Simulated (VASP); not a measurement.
# TiB2 (P6/mmm) in VASP: notebook

Aim: see how the results for TiB2 move with the level of theory and the settings. Levels: PBE, PBE+D3(BJ). Tasks: relaxation of cell and atoms.

All numbers are computed with VASP 6.6.1; they aren't measurements. Logs are shortened: lines on timing, memory, paths and dates and some standing lists are left out, and cuts for length are marked.

### Step 1. The structure

The structure is hexagonal, space group P6/mmm (No. 191). Conventional cell: a = 3.026 Å, b = 3.026 Å, c = 3.229 Å, α = 90.00°, β = 90.00°, γ = 120.00°. Ti (site symmetry 6/mmm) has 12 B at 2.38 Å as nearest neighbours. Around B (site symmetry -6m2) lie 3 B at 1.75 Å.

The cell is a database's computed one.

### Step 2. Relaxation of cell and atoms, PBE

Input file INCAR:

```
  PREC = Accurate
  ENCUT = 600
  EDIFF = 1E-7
  ISMEAR = 0
  SIGMA = 0.1
  LREAL = F
  LASPH = T
  NELM = 80
  ALGO = Normal
  ISIF = 3
  LWAVE = F
  LCHARG = F
  GGA = PE
  IBRION = 2
  NSW = 90
  EDIFFG = -0.005
```

Input file KPOINTS:

```
regular mesh
0
Gamma
  15 15 14
```

Input file POSCAR:

```
TiB2
1.0
    3.0259273100      0.0000000000      0.0000000000
   -1.5129636600      2.6205299200      0.0000000000
    0.0000000000      0.0000000000      3.2287677100
Ti B
1 2
Direct
    0.0000000000      0.0000000000      0.0000000000
    0.3333333300      0.6666666700      0.5000000000
    0.6666666700      0.3333333300      0.5000000000
```

Potentials or basis: VASP PAW PBE potentials, release 64 (Ti_sv, B).

Run with:

```
$ cat potpaw_PBE.64/Ti_sv/POTCAR potpaw_PBE.64/B/POTCAR > POTCAR
$ mpirun -np 1 vasp_std > vasp.out
```

OUTCAR:

```text
PREC = Accurate
   ENCUT = 600
   EDIFF = 1E-7
   ISMEAR = 0
   LREAL = F
   LASPH = T
   NELM = 80
   ISIF = 3
   GGA = PE
   IBRION = 2
   NSW = 90
   EDIFFG = -0.005

 ion  position               nearest neighbor table
   1  0.000  0.000  0.000-   2 2.38   3 2.38   2 2.38   3 2.38   3 2.38   3 2.38   2 2.38   2 2.38
                             3 2.38   3 2.38   2 2.38   2 2.38
   2  0.333  0.667  0.500-   3 1.75   3 1.75   3 1.75   1 2.38   1 2.38   1 2.38   1 2.38   1 2.38
                             1 2.38
   3  0.667  0.333  0.500-   2 1.75   2 1.75   2 1.75   1 2.38   1 2.38   1 2.38   1 2.38   1 2.38
                             1 2.38

  LATTYP: Found a hexagonal cell.
 ALAT       =     3.0259273100
 C/A-ratio  =     1.0670341285

  Lattice vectors:

 A1 = (   3.0259273100,   0.0000000000,   0.0000000000)
 A2 = (  -1.5129636600,   2.6205299200,   0.0000000000)
 A3 = (   0.0000000000,   0.0000000000,   3.2287677100)

Analysis of symmetry for initial positions (statically):
=====================================================================
 Subroutine PRICEL returns:
 Original cell was already a primitive cell.

 Routine SETGRP: Setting up the symmetry group for a
 hexagonal supercell.

 Subroutine GETGRP returns: Found 24 space group operations
 (whereof 24 operations were pure point group operations)
 out of a pool of 24 trial point group operations.

The static configuration has the point symmetry D_6h.

Analysis of symmetry for dynamics (positions and initial velocities):
=====================================================================
 Subroutine PRICEL returns:
 Original cell was already a primitive cell.

 Routine SETGRP: Setting up the symmetry group for a
 hexagonal supercell.

 Subroutine GETGRP returns: Found 24 space group operations
 (whereof 24 operations were pure point group operations)
 out of a pool of 24 trial point group operations.

The dynamic configuration has the point symmetry D_6h.

 Subroutine INISYM returns: Found 24 space group operations
 (whereof 24 operations are pure point group operations),
 and found     1 'primitive' translations

----------------------------------------------------------------------------------------

                                     Primitive cell

  volume of cell :      25.6026

  direct lattice vectors                    reciprocal lattice vectors
     3.025927310  0.000000000  0.000000000     0.330477205  0.190801104  0.000000000
    -1.512963660  2.620529920  0.000000000     0.000000000  0.381602207  0.000000000
     0.000000000  0.000000000  3.228767710     0.000000000  0.000000000  0.309715684
[... 103 lines left out ...]
   IALGO  =     38    algorithm
   IMIX   =      4    mixing-type and parameters
     AMIX     =   0.40;   BMIX     =  1.00
     AMIX_MAG =   1.60;   BMIX_MAG =  1.00
  volume/ion in A,a.u.               =       8.53        57.59
  Fermi-wavevector in a.u.,A,eV,Ry     =   1.455697  2.750868 28.831460  2.119053
  Thomas-Fermi vector in A             =   2.572701
   LORBIT       =      0    0 simple, 1 ext, 2 COOP (PROOUT), +10 PAW based schemes
   GGA     = PE    functional components
   LHFCALC =     F    Hartree Fock is set to
   AEXX    =    0.0000 exact exchange contribution
   IVDW    =     0    specifies the selected vdW correction
   LEPSILON=     F    determine dielectric tensor
   LRPA    =     F    only Hartree local field effects (RPA)
 conjugate gradient relaxation of ions
 non-spin polarized calculation
 Gauss-broadening in eV      SIGMA  =   0.10
  energy-cutoff  :      600.00
  volume of cell :       25.60
 maximum number of plane-waves:       876
   NGX = 13   NGY = 13   NGZ = 13

--------------------------------------- Ionic step        1  -------------------------------------------

 number of electron      18.0000003 magnetization

 Free energy of the ion-electron system (eV)
  ---------------------------------------------------
  ext. energy  EPLUGINS =         0.00000000
  ---------------------------------------------------
  free energy    TOTEN  =       -24.43156885 eV

  energy without entropy =      -24.42971022  energy(sigma->0) =      -24.43063954

------------------------ aborting loop because EDIFF is reached ----------------------------------------

  FORCE on cell =-STRESS in cart. coord.  units (eV):
  Direction    XX          YY          ZZ          XY          YZ          ZX
  --------------------------------------------------------------------------------------
  -------------------------------------------------------------------------------------
  Total        0.2379474      0.2379474     -0.0205310     -0.0000000      0.0000000      0.0000000
  in kB       14.8904255     14.8904255     -1.2848005     -0.0000000      0.0000000      0.0000000
  external PRESSURE =       9.4986835 kB  Pullay stress =       0.0000000 kB
[... 24 lines left out ...]
--------------------------------------- Ionic step        2  -------------------------------------------

 number of electron      18.0000001 magnetization

 E-fermi :   9.9688     XC(G=0): -12.7440

 val. band max:        9.9271810575   @ k =   0.2667   0.2000   0.0000
 cond. band min:       9.9694872689   @ k =   0.2000   0.2000   0.1429
 fundamental gap:      0.0423062114
 Fermi energy:         9.9688060532

 k-point     1 :       0.0000    0.0000    0.0000
  band No.  band energies     occupation
      1     -47.0242      2.00000
      2     -23.3748      2.00000
      3     -23.0656      2.00000
      4     -23.0656      2.00000
      5      -3.5326      2.00000
      6       7.3326      2.00000
      7       7.3326      2.00000
      8       7.6484      2.00000
      9       7.8485      2.00000
     10      11.8171      0.00000
     11      11.8171      0.00000
     12      13.5858      0.00000
     13      13.5858      0.00000
[... 515 lines left out ...]
--------------------------------------- Ionic step        6  -------------------------------------------

 number of electron      18.0000002 magnetization

 Free energy of the ion-electron system (eV)
  ---------------------------------------------------
  ext. energy  EPLUGINS =         0.00000000
  ---------------------------------------------------
  free energy    TOTEN  =       -24.43210342 eV

  energy without entropy =      -24.43022083  energy(sigma->0) =      -24.43116212

 E-fermi :  10.0161     XC(G=0): -12.7644

 val. band max:        9.9716357156   @ k =   0.2667   0.2000   0.0000
 cond. band min:      10.0164950185   @ k =   0.2000   0.2000   0.1429
 fundamental gap:      0.0448593029
 Fermi energy:        10.0161184782

 k-point     1 :       0.0000    0.0000    0.0000
  band No.  band energies     occupation
      1     -46.9681      2.00000
      2     -23.3203      2.00000
      3     -23.0070      2.00000
      4     -23.0070      2.00000
      5      -3.5108      2.00000
      6       7.3746      2.00000
      7       7.3746      2.00000
      8       7.6853      2.00000
      9       7.8829      2.00000
     10      11.8757      0.00000
     11      11.8757      0.00000
     12      13.6483      0.00000
     13      13.6483      0.00000
[... 398 lines left out ...]
  FREE ENERGIE OF THE ION-ELECTRON SYSTEM (eV)
  ---------------------------------------------------
  free  energy   TOTEN  =       -24.4321034158 eV

  energy  without entropy=      -24.4302208338  energy(sigma->0) =      -24.43116212

 reached required accuracy - stopping structural energy minimisation
```

OSZICAR:

```text
N       E                     dE             d eps       ncg     rms          rms(c)
DAV:   1     0.138819970895E+03    0.13882E+03   -0.10213E+04  5616   0.175E+03
DAV:   2    -0.186344419692E+02   -0.15745E+03   -0.15348E+03  5716   0.417E+02
[... 46 lines left out ...]
DAV:   1    -0.244322612411E+02   -0.20274E-03   -0.67419E-03  6171   0.137E+00    0.118E-01
DAV:   2    -0.244321373760E+02    0.12387E-03   -0.69678E-04  5722   0.382E-01    0.443E-02
DAV:   3    -0.244321048812E+02    0.32495E-04   -0.72016E-05  8482   0.800E-02    0.197E-02
DAV:   4    -0.244321011201E+02    0.37611E-05   -0.28043E-05  8561   0.513E-02    0.856E-03
DAV:   5    -0.244321037217E+02   -0.26016E-05   -0.43208E-06  6021   0.261E-02    0.480E-03
DAV:   6    -0.244321034334E+02    0.28834E-06   -0.81013E-07  6933   0.959E-03    0.733E-04
DAV:   7    -0.244321034158E+02    0.17586E-07   -0.79899E-08  3703   0.302E-03
   6 F= -.24432103E+02 E0= -.24431162E+02  d E =-.449613E-04
```

CONTCAR:

```text
TiB2
   1.00000000000000
     3.0324683087037840   -0.0000000000124835    0.0000000000000000
    -1.5162341593735114    2.6261945910468234    0.0000000000000000
    -0.0000000000000000   -0.0000000000000000    3.2246062306774821
  Ti              B
     1     2
Direct
     1.0000000000000000    1.0000000000000000    1.0000000000000000
     0.3333333300000021    0.6666666699999979    0.5000000000000000
     0.6666666699999979    0.3333333300000021    0.5000000000000000

  0.00000000E+00  0.00000000E+00  0.00000000E+00
  0.00000000E+00  0.00000000E+00  0.00000000E+00
  0.00000000E+00  0.00000000E+00  0.00000000E+00
```

Run time: 1.9 min. Hardware: 1 thread of Intel Xeon Platinum 8488C (Sapphire Rapids), shared host; peak memory 0.22 GiB.

What came out:

* Free energy: -24.4321 eV
* Relaxed volume: 8.56 Å³/atom
* Relaxed cell: a = 3.032 Å, b = 3.032 Å, c = 3.225 Å, α = 90.00°, β = 90.00°, γ = 120.00°
* Space group after relaxing (to 0.05 Å): P6/mmm (No. 191)
* Energy gained by relaxing: 0.2 meV/atom
* Ionic steps: 6
* Pressure after relaxing: 0.0 GPa
* Band gap on the k mesh: none (metal or under the smearing width)

The path:
```
step  energy change (eV)  largest force (eV/Å)  pressure (GPa)  volume (Å³)
   1              0.0000                0.0000            0.95        25.60
   2             -0.0002                0.0000           -1.09        25.79
   3             -0.0005                0.0000           -0.25        25.70
   4             -0.0005                0.0000           -0.13        25.70
   5             -0.0005                0.0000           -0.14        25.70
   6             -0.0005                0.0000            0.03        25.68
```

Final structure:
```cif
data_structure
_symmetry_space_group_name_H-M 'P 1'
_symmetry_Int_Tables_number 1
_cell_length_a 3.0325
_cell_length_b 3.0325
_cell_length_c 3.2246
_cell_angle_alpha 90.000
_cell_angle_beta 90.000
_cell_angle_gamma 120.000
_cell_volume 25.68
loop_
_atom_site_label
_atom_site_type_symbol
_atom_site_fract_x
_atom_site_fract_y
_atom_site_fract_z
_atom_site_occupancy
Ti1 Ti 0.00000 0.00000 0.00000 1
B1 B 0.33333 0.66667 0.50000 1
B2 B 0.66667 0.33333 0.50000 1
```

### Step 3. Relaxation of cell and atoms, PBE+D3(BJ)

Changes to INCAR since step 2:

```diff
@@ -13,2 +13,3 @@
   GGA = PE
+  IVDW = 12
   IBRION = 2
```

KPOINTS is that of step 2.

POSCAR is that of step 2.

Potentials or basis: VASP PAW PBE potentials, release 64 (Ti_sv, B).

Run with:

```
$ cat potpaw_PBE.64/Ti_sv/POTCAR potpaw_PBE.64/B/POTCAR > POTCAR
$ mpirun -np 1 vasp_std > vasp.out
```

It took 1.7 min on 1 thread of Intel Xeon Platinum 8488C (Sapphire Rapids), shared host; peak memory 0.24 GiB.

Results (log left out):

| Quantity | Value |
| --- | --- |
| Free energy | -25.7093 eV |
| Relaxed volume | 8.29 Å³/atom |
| Relaxed cell | a = 3.004 Å, b = 3.004 Å, c = 3.182 Å, α = 90.00°, β = 90.00°, γ = 120.00° |
| Space group after relaxing (to 0.05 Å) | P6/mmm (No. 191) |
| Energy gained by relaxing | 5.8 meV/atom |
| Ionic steps | 4 |
| Pressure after relaxing | 0.0 GPa |
| Band gap on the k mesh | none (metal or under the smearing width) |
| Dispersion energy per atom | -0.433 eV |

Step by step:
| step | energy change (eV) | largest force (eV/Å) | pressure (GPa) | volume (Å³) |
| --- | --- | --- | --- | --- |
| 1 | 0.0000 | 0.0000 | -7.13 | 25.60 |
| 2 | -0.0016 | 0.0000 | 7.66 | 24.22 |
| 3 | -0.0167 | 0.0000 | 0.10 | 24.88 |
| 4 | -0.0174 | 0.0000 | -0.01 | 24.87 |

Final structure:
```yaml
crystal:
  lattice:
    - [3.00421, 0.00000, 0.00000]
    - [-1.50210, 2.60172, 0.00000]
    - [0.00000, 0.00000, 3.18198]
  atoms:
    - { symbol: Ti, position: [0.00000, 0.00000, 0.00000] }
    - { symbol: B, position: [0.33333, 0.66667, 0.50000] }
    - { symbol: B, position: [0.66667, 0.33333, 0.50000] }
```

Levels at points of the mesh, in eV from the Fermi level:
```
           k point  band 6  band 7  band 8  band 9  band 10  band 11  band 12  band 13
(0.00, 0.00, 0.00)   -2.74   -2.74   -2.30   -2.20     1.96     1.96     3.81     3.81
(0.00, 0.00, 0.50)   -7.76   -0.61   -0.61   -0.25    -0.25     0.43     0.43     1.76
```

Caveat: pairwise dispersion overbinds metals, which lowers pressure and volume.
